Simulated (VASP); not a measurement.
# Au (Fm-3m) in VASP: a series of runs

Aim: see how the results for Au move with the level of theory and the settings. Levels: PBEsol, r2SCAN. Tasks: single point.

All numbers are computed with VASP 6.6.1; they aren't measurements. Logs are shortened: lines on timing, memory, paths and dates and some standing lists are left out, and cuts for length are marked.

## (1) The structure

The structure is cubic, space group Fm-3m (No. 225). Conventional cell: a = 4.082 Å, b = 4.082 Å, c = 4.082 Å, α = 90.00°, β = 90.00°, γ = 90.00°. Around Au (site symmetry m-3m) lie 12 Au at 2.89 Å.

## (2) Single point, PBEsol

Input file INCAR:

```
PREC     = Accurate       # precision mode
ENCUT    = 700            # plane-wave cutoff, eV
EDIFF    = 1E-6           # SCF threshold, eV
ISMEAR   = 0              # smearing method
SIGMA    = 0.1            # smearing width, eV
LREAL    = False          # projectors in reciprocal space
LASPH    = True           # aspherical terms in the spheres
NELM     = 80             # most SCF steps
ALGO     = Fast           # electronic algorithm
ISIF     = 2              # what is computed and relaxed
LWAVE    = False          # write WAVECAR
LCHARG   = True           # write CHGCAR
GGA      = PS             # functional
LELF     = True           # ELF
LVHAR    = True         
NBANDS   = 12             # bands
```

Input file KPOINTS:

```
Automatic mesh
0
Gamma
  18 18 18
```

Input file POSCAR:

```
Au
1.0
    0.0000000000      2.0409900000      2.0409900000
    2.0409900000      0.0000000000      2.0409900000
    2.0409900000      2.0409900000      0.0000000000
Au
1
Direct
    1.0000000000      0.0000000000      1.0000000000
```

Potentials or basis: VASP PAW PBE potentials, release 64 (Au).

On the command line:

```sh
$ cat potpaw_PBE.64/Au/POTCAR > POTCAR
$ mpirun -np 1 vasp_std > vasp.out
```

OUTCAR:

```text
PREC = Accurate
   ENCUT = 700
   EDIFF = 1E-6
   ISMEAR = 0
   LREAL = False
   LASPH = True
   NELM = 80
   ISIF = 2
   GGA = PS

 ion  position               nearest neighbor table
   1  0.000  0.000  0.000-

  LATTYP: Found a face centered cubic cell.
 ALAT       =     4.0819800000

  Lattice vectors:

 A1 = (   0.0000000000,   2.0409900000,   2.0409900000)
 A2 = (   2.0409900000,   0.0000000000,   2.0409900000)
 A3 = (   2.0409900000,   2.0409900000,   0.0000000000)

Analysis of symmetry for initial positions (statically):
=====================================================================
 Subroutine PRICEL returns:
 Original cell was already a primitive cell.

 Routine SETGRP: Setting up the symmetry group for a
 face centered cubic supercell.

 Subroutine GETGRP returns: Found 48 space group operations
 (whereof 48 operations were pure point group operations)
 out of a pool of 48 trial point group operations.

The static configuration has the point symmetry O_h .

Analysis of symmetry for dynamics (positions and initial velocities):
=====================================================================
 Subroutine PRICEL returns:
 Original cell was already a primitive cell.

 Routine SETGRP: Setting up the symmetry group for a
 face centered cubic supercell.

 Subroutine GETGRP returns: Found 48 space group operations
 (whereof 48 operations were pure point group operations)
 out of a pool of 48 trial point group operations.

The dynamic configuration has the point symmetry O_h .

 Subroutine INISYM returns: Found 48 space group operations
 (whereof 48 operations are pure point group operations),
 and found     1 'primitive' translations

----------------------------------------------------------------------------------------

                                     Primitive cell

  volume of cell :      17.0041

  direct lattice vectors                    reciprocal lattice vectors
     0.000000000  2.040990000  2.040990000    -0.244979152  0.244979152  0.244979152
     2.040990000  0.000000000  2.040990000     0.244979152 -0.244979152  0.244979152
     2.040990000  2.040990000  0.000000000     0.244979152  0.244979152 -0.244979152

  length of vectors
     2.886395739  2.886395739  2.886395739     0.424316339  0.424316339  0.424316339

  position of ions in fractional coordinates (direct lattice)
     0.000000000  0.000000000  0.000000000

  ion indices of the primitive-cell ions
   primitive index   ion index
                 1           1

----------------------------------------------------------------------------------------

 KPOINTS: Automatic mesh

Automatic generation of k-mesh.
 Grid dimensions read from file:
 generate k-points for:   18   18   18

 Generating k-lattice:

  Cartesian coordinates                     Fractional coordinates (reciprocal lattice)
    -0.013609953  0.013609953  0.013609953     0.055555556  0.000000000  0.000000000
     0.013609953 -0.013609953  0.013609953     0.000000000  0.055555556  0.000000000
     0.013609953  0.013609953 -0.013609953     0.000000000  0.000000000  0.055555556

  Length of vectors
     0.023573130  0.023573130  0.023573130

  Shift w.r.t. Gamma in fractional coordinates (k-lattice)
     0.000000000  0.000000000  0.000000000

 Subroutine IBZKPT returns following result:
 ===========================================

 Found    195 irreducible k-points:

 Following reciprocal coordinates:
            Coordinates               Weight
  0.000000  0.000000  0.000000      1.000000
  0.055556  0.000000  0.000000      8.000000
  0.111111  0.000000  0.000000      8.000000
  0.166667  0.000000  0.000000      8.000000
  0.222222  0.000000  0.000000      8.000000
  0.277778  0.000000  0.000000      8.000000
[... 16 lines left out ...]
 -0.277778  0.055556  0.000000     24.000000
 -0.222222  0.055556  0.000000     24.000000
 [... further k-points ...]
   k-points           NKPTS =    195   k-points in BZ     NKDIM =    195   number of bands    NBANDS=     12
   number of dos      NEDOS =    301   number of ions     NIONS =      1
   total plane-waves  NPLWV =  21952
   dimension x,y,z NGX =    28 NGY =   28 NGZ =   28
   dimension x,y,z NGXF=    56 NGYF=   56 NGZF=   56
   ions per type =               1
   NGX,Y,Z   is equivalent  to a cutoff of  16.13, 16.13, 16.13 a.u.
   NGXF,Y,Z  is equivalent  to a cutoff of  32.25, 32.25, 32.25 a.u.
 SYSTEM =  unknown system
   PREC   = accura    normal or accurate (medium, high low for compatibility)
   ISTART =      0    job   : 0-new  1-cont  2-samecut
   ICHARG =      2    charge: 1-file 2-atom 10-const
   ISPIN  =      1    spin polarized calculation?
   LNONCOLLINEAR =      F non collinear calculations
   LSORBIT =      F    spin-orbit coupling
   LASPH  =      T    aspherical Exc in radial PAW
   ENCUT  =  700.0 eV  51.45 Ry    7.17 a.u.   6.23  6.23  6.23*2*pi/ulx,y,z
   NELM   =     80;   NELMIN=  2; NELMDL= -5     # of ELM steps
[... 54 lines left out ...]
      1      -0.6290      2.00000
      2       4.6253      2.00000
      3       4.6253      2.00000
      4       4.6253      2.00000
      5       6.1614      2.00000
      6       6.1614      2.00000
      7      23.8119      0.00000
      8      27.8193      0.00000
      9      27.8193      0.00000
     10      27.8193      0.00000
     11      32.6925      0.00000
     12      37.3811      0.00000

 k-point     2 :       0.0556    0.0000    0.0000
  band No.  band energies     occupation
      1      -0.5208      2.00000
      2       4.5890      2.00000
      3       4.6631      2.00000
      4       4.6631      2.00000
      5       6.1439      2.00000
      6       6.1439      2.00000
      7      23.9417      0.00000
      8      27.1016      0.00000
      9      27.9490      0.00000
     10      27.9490      0.00000
     11      33.3113      0.00000
     12      36.0387      0.00000

 k-point     3 :       0.1111    0.0000    0.0000
  band No.  band energies     occupation
      1      -0.2048      2.00000
      2       4.4967      2.00000
      3       4.7616      2.00000
      4       4.7616      2.00000
      5       6.1082      2.00000
      6       6.1082      2.00000
      7      24.2373      0.00000
      8      25.6213      0.00000
      9      28.3158      0.00000
     10      28.3158      0.00000
     11      33.0948      0.00000
     12      35.3991      0.00000

 k-point     4 :       0.1667    0.0000    0.0000
  band No.  band energies     occupation
      1       0.2883      2.00000
      2       4.4000      2.00000
      3       4.8721      2.00000
      4       4.8721      2.00000
      5       6.1073      2.00000
      6       6.1073      2.00000
      7      23.5040      0.00000
      8      24.9176      0.00000
      9      28.8353      0.00000
     10      28.8353      0.00000
     11      31.6796      0.00000
     12      33.9081      0.00000

 k-point     5 :       0.2222    0.0000    0.0000
  band No.  band energies     occupation
      1       0.8860      2.00000
      2       4.3955      2.00000
      3       4.9202      2.00000
      4       4.9202      2.00000
      5       6.2171      2.00000
      6       6.2171      2.00000
      7      21.5306      0.00000
      8      24.9973      0.00000
      9      29.2608      0.00000
     10      29.2608      0.00000
     11      30.9869      0.00000
     12      32.6635      0.00000
[... 228 lines left out ...]
      1       2.0320      2.00000
      2       4.6184      2.00000
      3       4.7044      2.00000
      4       6.2938      2.00000
      5       7.0290      2.00000
      6       7.8178      2.00000
      7      14.4453      0.00000
      8      23.6141      0.00000
      9      26.0514      0.00000
     10      27.3322      0.00000
     11      33.2954      0.00000
     12      33.9578      0.00000

 k-point    22 :      -0.3333    0.0556    0.0000
  band No.  band energies     occupation
      1       1.9490      2.00000
      2       4.7130      2.00000
      3       4.7925      2.00000
      4       5.4281      2.00000
      5       6.6981      2.00000
      6       7.2845      2.00000
      7      16.4967      0.00000
      8      24.0162      0.00000
      9      26.5545      0.00000
     10      28.4727      0.00000
     11      32.1309      0.00000
     12      33.2778      0.00000

 k-point    23 :      -0.2778    0.0556    0.0000
  band No.  band energies     occupation
      1       1.6813      2.00000
      2       4.6501      2.00000
      3       4.8795      2.00000
      4       4.8979      2.00000
      5       6.3474      2.00000
      6       6.8815      2.00000
      7      18.6871      0.00000
      8      24.5104      0.00000
      9      27.2390      0.00000
     10      29.8649      0.00000
     11      30.8930      0.00000
     12      32.3911      0.00000

 k-point    24 :      -0.2222    0.0556    0.0000
  band No.  band energies     occupation
      1       1.1767      2.00000
      2       4.3468      2.00000
      3       4.9326      2.00000
      4       4.9719      2.00000
      5       6.0630      2.00000
      6       6.5488      2.00000
      7      20.8769      0.00000
      8      24.9038      0.00000
      9      27.8454      0.00000
     10      30.1135      0.00000
     11      30.7279      0.00000
     12      32.1665      0.00000

 [... further k-points ...]
[... 5 lines left out ...]
  --------------------------------------------------------------------------------------
  -------------------------------------------------------------------------------------
  Total        0.0098935      0.0098935      0.0098935      0.0000000      0.0000000      0.0000000
  in kB        0.9321993      0.9321993      0.9321993      0.0000000      0.0000000      0.0000000
  external PRESSURE =       0.9321993 kB  Pullay stress =       0.0000000 kB

 VOLUME and BASIS-vectors are now :
 -----------------------------------------------------------------------------
  energy-cutoff  :      700.00
  volume of cell :       17.00
      direct lattice vectors                 reciprocal lattice vectors
     0.000000000  2.040990000  2.040990000    -0.244979152  0.244979152  0.244979152
     2.040990000  0.000000000  2.040990000     0.244979152 -0.244979152  0.244979152
     2.040990000  2.040990000  0.000000000     0.244979152  0.244979152 -0.244979152

 POSITION                                       TOTAL-FORCE (eV/Angst)
 -----------------------------------------------------------------------------------
      0.00000      0.00000      0.00000         0.000000     -0.000000      0.000000
 -----------------------------------------------------------------------------------
    total drift:                               -0.000000     -0.000000     -0.000000

  FREE ENERGIE OF THE ION-ELECTRON SYSTEM (eV)
  ---------------------------------------------------
  free  energy   TOTEN  =        -3.9249914089 eV

  energy  without entropy=       -3.9235670250  energy(sigma->0) =       -3.92427922
```

Wall time 27 s (1 thread of Intel Xeon 6975P-C (Granite Rapids), shared host); peak memory 0.2 GiB.

What came out:

* Free energy: -3.9250 eV
* Pressure: 0.1 GPa
* Band gap on the k mesh: none (metal or under the smearing width)

Caveat: the PAW data sets were made with another functional, which shifts forces and pressure a little. Spin-orbit coupling is left out, which matters for the levels of Au.

## (3) Single point, PBEsol

INCAR: that of step 2 with these lines changed.

```diff
@@ -1,3 +1,3 @@
 PREC     = Accurate       # precision mode
-ENCUT    = 700            # plane-wave cutoff, eV
+ENCUT    = 520            # plane-wave cutoff, eV
 EDIFF    = 1E-6           # SCF threshold, eV
```

Input file KPOINTS:

```
Automatic mesh
0
Gamma
  26 26 26
```

POSCAR is that of step 2.

Potentials or basis: VASP PAW PBE potentials, release 64 (Au).

On the command line:

```sh
$ cat potpaw_PBE.64/Au/POTCAR > POTCAR
$ mpirun -np 1 vasp_std > vasp.out
```

Run time: 30 s. Hardware: 1 thread of Intel Xeon 6975P-C (Granite Rapids), shared host; peak memory 0.22 GiB.

It converged, with:

```
Free energy            : -3.9254 eV
Pressure               : -0.1 GPa
Band gap on the k mesh : none (metal or under the smearing width)
```

Levels at points of the mesh, in eV from the Fermi level:
| k point | band 3 | band 4 | band 5 | band 6 | band 7 | band 8 | band 9 | band 10 |
| --- | --- | --- | --- | --- | --- | --- | --- | --- |
| (0.00, 0.00, 0.00) | -4.70 | -4.70 | -3.16 | -3.16 | 14.49 | 18.50 | 18.50 | 18.50 |
| (0.50, 0.00, 0.00) | -4.73 | -1.96 | -1.96 | -1.04 | 3.06 | 13.93 | 17.10 | 17.10 |
| (0.50, 0.50, 0.00) | -2.00 | -1.63 | -1.63 | 0.94 | 5.75 | 9.95 | 9.95 | 17.18 |

Caveat: the PAW data sets were made with another functional, which shifts forces and pressure a little. Spin-orbit coupling is left out, which matters for the levels of Au.

## (4) Single point, PBEsol

INCAR: that of step 3 with these lines changed.

```diff
@@ -4,3 +4,3 @@
 ISMEAR   = 0              # smearing method
-SIGMA    = 0.1            # smearing width, eV
+SIGMA    = 0.5            # smearing width, eV
 LREAL    = False          # projectors in reciprocal space
```

Input file KPOINTS:

```
Automatic mesh
0
Gamma
  18 18 18
```

POSCAR is that of step 3.

On the command line:

```sh
$ cat potpaw_PBE.64/Au/POTCAR > POTCAR
$ mpirun -np 1 vasp_std > vasp.out
```

Wall time 12 s (1 thread of Intel Xeon 6975P-C (Granite Rapids), shared host); peak memory 0.17 GiB.

The run converged. Its results:

```
Free energy            : -3.9418 eV
Pressure               : 0.0 GPa
Band gap on the k mesh : none (metal or under the smearing width)
```

Levels at points of the mesh, in eV from the Fermi level:
| k point | band 4 | band 5 | band 6 | band 7 | band 8 | band 9 |
| --- | --- | --- | --- | --- | --- | --- |
| (0.00, 0.00, 0.00) | -4.71 | -3.17 | -3.17 | 14.49 | 18.49 | 18.49 |
| (0.50, 0.00, 0.00) | -1.96 | -1.96 | -1.05 | 3.05 | 13.93 | 17.10 |
| (0.50, 0.50, 0.00) | -1.64 | -1.64 | 0.94 | 5.75 | 9.95 | 9.95 |

Caveat: the PAW data sets were made with another functional, which shifts forces and pressure a little. The run has no spin-orbit coupling, so splittings on Au are missing.

## (5) Single point, PBEsol

INCAR: that of step 4 with these lines changed.

```diff
@@ -1,6 +1,6 @@
 PREC     = Accurate       # precision mode
-ENCUT    = 520            # plane-wave cutoff, eV
+ENCUT    = 900            # plane-wave cutoff, eV
 EDIFF    = 1E-6           # SCF threshold, eV
 ISMEAR   = 0              # smearing method
-SIGMA    = 0.5            # smearing width, eV
+SIGMA    = 0.1            # smearing width, eV
 LREAL    = False          # projectors in reciprocal space
```

KPOINTS is that of step 4.

POSCAR is that of step 4.

On the command line:

```sh
$ cat potpaw_PBE.64/Au/POTCAR > POTCAR
$ mpirun -np 1 vasp_std > vasp.out
```

It took 28 s on 1 thread of Intel Xeon 6975P-C (Granite Rapids), shared host; peak memory 0.23 GiB.

It converged, with:

```yaml
Free_energy: -3.9250 eV
Pressure: 0.1 GPa
Band_gap_on_the_k_mesh: none (metal or under the smearing width)
```

Levels at points of the mesh, in eV from the Fermi level:
```csv
k point,band 3,band 4,band 5,band 6,band 7,band 8,band 9,band 10
"(0.00, 0.00, 0.00)",-4.66,-4.66,-3.12,-3.12,14.53,18.53,18.53,18.53
"(0.50, 0.00, 0.00)",-4.70,-1.92,-1.92,-1.01,3.10,13.97,17.14,17.14
"(0.50, 0.50, 0.00)",-1.96,-1.59,-1.59,0.98,5.79,9.99,9.99,17.22
```

Caveat: the PAW data sets were made with another functional, which shifts forces and pressure a little. Spin-orbit coupling is left out, which matters for the levels of Au.

## (6) Single point, r2SCAN

Input file INCAR:

```
PREC     = Accurate       # precision mode
ENCUT    = 520            # plane-wave cutoff, eV
EDIFF    = 1E-6           # SCF threshold, eV
ISMEAR   = 0              # smearing method
SIGMA    = 0.1            # smearing width, eV
LREAL    = False          # projectors in reciprocal space
LASPH    = True           # aspherical terms in the spheres
NELM     = 80             # most SCF steps
ALGO     = Normal         # electronic algorithm
ISIF     = 2              # what is computed and relaxed
LWAVE    = False          # write WAVECAR
LCHARG   = True           # write CHGCAR
METAGGA  = R2SCAN         # meta-GGA
LMIXTAU  = True         
LELF     = True           # ELF
LVHAR    = True         
NBANDS   = 12             # bands
```

KPOINTS is that of step 5.

POSCAR is that of step 5.

Potentials or basis: VASP PAW PBE potentials, release 64 (Au).

On the command line:

```sh
$ cat potpaw_PBE.64/Au/POTCAR > POTCAR
$ mpirun -np 1 vasp_std > vasp.out
```

Wall time 50 s (1 thread of Intel Xeon 6975P-C (Granite Rapids), shared host); peak memory 0.18 GiB.

Results (log left out):

```
Free energy            : -50.5872 eV
Pressure               : 5.6 GPa
Band gap on the k mesh : none (metal or under the smearing width)
```

Levels at points of the mesh, in eV from the Fermi level:
```tsv
k point	band 2	band 3	band 4	band 5	band 6	band 7	band 8	band 9	band 10	band 11
(0.00, 0.00, 0.00)	-4.94	-4.94	-4.94	-3.40	-3.40	15.34	19.45	19.45	19.45	24.74
(0.50, 0.00, 0.00)	-4.99	-4.99	-2.14	-2.14	-0.79	3.21	14.83	17.97	17.97	25.99
(0.50, 0.50, 0.00)	-7.06	-2.20	-1.80	-1.80	1.20	6.05	10.56	10.56	18.12	20.64
```

Caveat: the PAW data sets were made with another functional, which shifts forces and pressure a little. The run has no spin-orbit coupling, so splittings on Au are missing.

## (7) Summary

| level | k mesh | cutoff (eV) | smearing | gap on the mesh (eV) | pressure (GPa) |
| --- | --- | --- | --- | --- | --- |
| PBEsol | 18 × 18 × 18 | 700 | gaussian 0.1 eV | none | 0.1 |
| PBEsol | 26 × 26 × 26 | 520 | gaussian 0.1 eV | none | -0.1 |
| PBEsol | 18 × 18 × 18 | 520 | gaussian 0.5 eV | none | 0.0 |
| PBEsol | 18 × 18 × 18 | 900 | gaussian 0.1 eV | none | 0.1 |
| r2SCAN | 18 × 18 × 18 | 520 | gaussian 0.1 eV | none | 5.6 |

Alike in all rows: task single point; potentials or basis VASP PAW PBE potentials, release 64 (Au); no spin polarisation; cell as given.

Every run on the cell as given and a fine mesh finds a metal. The pressure there spans -0.1 GPa (PBEsol) to 5.6 GPa (r2SCAN); a positive pressure means that this level wants a larger cell, a negative one a smaller.

Caveats: the PAW data sets were made with another functional, which shifts forces and pressure a little.

Total energies depend on the potentials used, so only differences within one code and one set of settings carry meaning.
